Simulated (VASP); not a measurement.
Calculation: PBE GGA, VASP's PBE PAW potentials (set 64) (plane waves; VASP).

VASP ran on this input.

**POSCAR**
```
Li2O
1.0
  0.0000000000   2.3100000000   2.3100000000
  2.3100000000   0.0000000000   2.3100000000
  2.3100000000   2.3100000000   0.0000000000
Li O
2 1
Cart
  1.1550000000   1.1550000000   1.1550000000
  3.4650000000   3.4650000000   3.4650000000
  0.0000000000   0.0000000000   0.0000000000
```

KPOINTS:
```
Automatic mesh
0
Gamma
8 8 8
0 0 0
```

INCAR:
```
SYSTEM = Li2O
PREC = Accurate
ENCUT = 520
EDIFF = 1E-6
NELM = 100
ALGO = Normal
LREAL = .FALSE.
LASPH = .TRUE.
ISMEAR = 0
SIGMA = 0.05
GGA = PE
LWAVE = .FALSE.
LCHARG = .FALSE.
IBRION = 2
ISIF = 3
NSW = 60
EDIFFG = -0.02
```

POTCAR, in this order: Li_sv O (PBE.64 set). Program: vasp_std.

The run wrote:

**OUTCAR**
```
 ion  position               nearest neighbor table
   1  0.250  0.250  0.250-   3 2.00   3 2.00   3 2.00   3 2.00   2 2.31   2 2.31   2 2.31   2 2.31
                             2 2.31   2 2.31
   2  0.750  0.750  0.750-   3 2.00   3 2.00   3 2.00   3 2.00   1 2.31   1 2.31   1 2.31   1 2.31
                             1 2.31   1 2.31
   3  0.000  0.000  0.000-   2 2.00   2 2.00   2 2.00   1 2.00   2 2.00   1 2.00   1 2.00   1 2.00
  LATTYP: Found a face centered cubic cell.
 ALAT       =     4.6200000000
 Subroutine PRICEL returns:
 Original cell was already a primitive cell.
 Subroutine GETGRP returns: Found 48 space group operations
The static configuration has the point symmetry O_h .
The dynamic configuration has the point symmetry O_h .
 Subroutine INISYM returns: Found 48 space group operations
 Subroutine IBZKPT returns following result:
 Found     29 irreducible k-points:

 Following reciprocal coordinates:
            Coordinates               Weight
  0.000000  0.000000  0.000000      1.000000
  0.125000  0.000000  0.000000      8.000000
  0.250000  0.000000  0.000000      8.000000
  0.375000  0.000000  0.000000      8.000000
  0.500000  0.000000  0.000000      4.000000
  0.125000  0.125000  0.000000      6.000000
  0.250000  0.125000  0.000000     24.000000
  0.375000  0.125000  0.000000     24.000000
  0.500000  0.125000  0.000000     24.000000
 -0.375000  0.125000  0.000000     24.000000
 -0.250000  0.125000  0.000000     24.000000
 -0.125000  0.125000  0.000000     12.000000
  0.250000  0.250000  0.000000      6.000000
  0.375000  0.250000  0.000000     24.000000
  0.500000  0.250000  0.000000     24.000000
 -0.375000  0.250000  0.000000     24.000000
 -0.250000  0.250000  0.000000     12.000000
  0.375000  0.375000  0.000000      6.000000
  0.500000  0.375000  0.000000     24.000000
 -0.375000  0.375000  0.000000     12.000000
  0.500000  0.500000  0.000000      3.000000
  0.375000  0.250000  0.125000     24.000000
  0.500000  0.250000  0.125000     48.000000
 -0.375000  0.250000  0.125000     24.000000
  0.500000  0.375000  0.125000     24.000000
 -0.375000  0.375000  0.125000     48.000000
 -0.250000  0.375000  0.125000     24.000000
 -0.375000  0.500000  0.125000     12.000000
 -0.250000  0.500000  0.250000      6.000000
   k-points           NKPTS =     29   k-points in BZ     NKDIM =     29   number of bands    NBANDS=     10
   number of dos      NEDOS =    301   number of ions     NIONS =      3
   total plane-waves  NPLWV =  13824
   dimension x,y,z NGX =    24 NGY =   24 NGZ =   24
   dimension x,y,z NGXF=    48 NGYF=   48 NGZF=   48
   ions per type =               2   1
   PREC   = accura    normal or accurate (medium, high low for compatibility)
   ISTART =      0    job   : 0-new  1-cont  2-samecut
   ICHARG =      2    charge: 1-file 2-atom 10-const
   ISPIN  =      1    spin polarized calculation?
   LNONCOLLINEAR =      F non collinear calculations
   LSORBIT =      F    spin-orbit coupling
   INIWAV =      1    electr: 0-lowe 1-rand  2-diag
   ENCUT  =  520.0 eV  38.22 Ry    6.18 a.u.   6.07  6.07  6.07*2*pi/ulx,y,z
   NELM   =    100;   NELMIN=  2; NELMDL= -5     # of ELM steps
   EDIFF  = 0.1E-05   stopping-criterion for ELM
   LREAL  =      F    real-space projection
   NLSPLINE    = F    spline interpolate recip. space projectors
   LMAXMIX     =    2 max onsite mixed and CHGCAR
   VOSKOWN=      0    Vosko Wilk Nusair interpolation
   EDIFFG = -.2E-01   stopping-criterion for IOM
   NSW    =     60    number of steps for IOM
   NBLOCK =      1;   KBLOCK =     60    inner block; outer block
   IBRION =      2    ionic relax: 0-MD 1-quasi-New 2-CG
   NFREE  =      1    steps in history (QN), initial steepest desc. (CG)
   ISIF   =      3    stress and relaxation
   ISYM   =      2    0-nonsym 1-usesym 2-fastsym
...
```

### OSZICAR
```
       N       E                     dE             d eps       ncg     rms          rms(c)
DAV:   1     0.402275198807E+02    0.40228E+02   -0.63788E+03   580   0.130E+03
DAV:   2    -0.115470062245E+02   -0.51775E+02   -0.48815E+02   708   0.224E+02
DAV:   3    -0.160465129383E+02   -0.44995E+01   -0.44832E+01  1006   0.586E+01
DAV:   4    -0.161246156614E+02   -0.78103E-01   -0.78001E-01   768   0.782E+00
DAV:   5    -0.161250150093E+02   -0.39935E-03   -0.39933E-03   808   0.530E-01    0.749E+00
DAV:   6    -0.143805655127E+02    0.17444E+01   -0.97311E+00   586   0.198E+01    0.288E+00
DAV:   7    -0.143479663988E+02    0.32599E-01   -0.23530E-01   658   0.410E+00    0.148E+00
DAV:   8    -0.143475926408E+02    0.37376E-03   -0.59502E-02   704   0.304E+00    0.361E-01
DAV:   9    -0.143464460989E+02    0.11465E-02   -0.73729E-03   716   0.787E-01    0.108E-01
DAV:  10    -0.143469349933E+02   -0.48889E-03   -0.10047E-03   634   0.260E-01    0.490E-02
DAV:  11    -0.143469193262E+02    0.15667E-04   -0.40130E-05   754   0.812E-02    0.110E-02
DAV:  12    -0.143469212131E+02   -0.18870E-05   -0.54140E-06   712   0.230E-02    0.235E-03
DAV:  13    -0.143469213658E+02   -0.15267E-06   -0.74976E-07   662   0.893E-03
   1 F= -.14346921E+02 E0= -.14346921E+02  d E =-.143469E+02
```

**OUTCAR**
```
------------------------ aborting loop because EDIFF is reached ----------------------------------------
  FORCE on cell =-STRESS in cart. coord.  units (eV):
  Direction    XX          YY          ZZ          XY          YZ          ZX
  --------------------------------------------------------------------------------------
  Total        0.0483979      0.0483979      0.0483979      0.0000000      0.0000000      0.0000000
  in kB        3.1453641      3.1453641      3.1453641      0.0000000      0.0000000      0.0000000
  external PRESSURE =       3.1453641 kB  Pullay stress =       0.0000000 kB
  volume of cell :       24.65
      direct lattice vectors                 reciprocal lattice vectors
     0.000000000  2.310000000  2.310000000    -0.216450216  0.216450216  0.216450216
     2.310000000  0.000000000  2.310000000     0.216450216 -0.216450216  0.216450216
     2.310000000  2.310000000  0.000000000     0.216450216  0.216450216 -0.216450216
 POSITION                                       TOTAL-FORCE (eV/Angst)
 -----------------------------------------------------------------------------------
      1.15500      1.15500      1.15500        -0.000000     -0.000000     -0.000000
      3.46500      3.46500      3.46500         0.000000      0.000000      0.000000
      0.00000      0.00000      0.00000        -0.000000      0.000000      0.000000
 -----------------------------------------------------------------------------------
    total drift:                               -0.000000      0.000000      0.000000
  FREE ENERGIE OF THE ION-ELECTRON SYSTEM (eV)
  ---------------------------------------------------
  free  energy   TOTEN  =       -14.3469213658 eV

  energy  without entropy=      -14.3469213658  energy(sigma->0) =      -14.34692137

 reached required accuracy - stopping structural energy minimisation
```
(Selected blocks of OUTCAR.)

**OUTCAR**
```
 val. band max:        1.3395596213   @ k =   0.0000   0.0000   0.0000

 cond. band min:       6.3111298823   @ k =   0.5000   0.5000   0.0000


 Fermi energy:         1.6232005070

 k-point     1 :       0.0000    0.0000    0.0000
  band No.  band energies     occupation
      1     -41.6558      2.00000
      2     -41.3255      2.00000
      3     -14.1082      2.00000
      4       1.3396      2.00000
      5       1.3396      2.00000
      6       1.3396      2.00000
      7       6.6133      0.00000
      8      13.2700      0.00000
      9      13.2700      0.00000
     10      13.2700      0.00000

 k-point     2 :       0.1250    0.0000    0.0000
  band No.  band energies     occupation
      1     -41.6412      2.00000
      2     -41.3364      2.00000
      3     -14.0783      2.00000
      4       0.8295      2.00000
      5       1.2676      2.00000
      6       1.2676      2.00000
      7       7.0309      0.00000
      8      13.2886      0.00000
      9      13.4850      0.00000
     10      13.4850      0.00000

 k-point     3 :       0.2500    0.0000    0.0000
  band No.  band energies     occupation
      1     -41.6006      2.00000
      2     -41.3679      2.00000
      3     -14.0020      2.00000
      4      -0.2103      2.00000
      5       1.1042      2.00000
      6       1.1042      2.00000
      7       8.0276      0.00000
      8      13.0640      0.00000
      9      13.7430      0.00000
     10      13.7430      0.00000

 k-point     4 :       0.3750    0.0000    0.0000
  band No.  band energies     occupation
      1     -41.5426      2.00000
      2     -41.4169      2.00000
      3     -13.9198      2.00000
      4      -1.0916      2.00000
      5       0.9535      2.00000
      6       0.9535      2.00000
      7       9.3390      0.00000
      8      12.2356      0.00000
      9      13.5599      0.00000
     10      13.5599      0.00000

 k-point     5 :       0.5000    0.0000    0.0000
...
```

The compound is Li2O in the antifluorite structure. The cell was not relaxed at this level. The start is the result of an earlier pass.
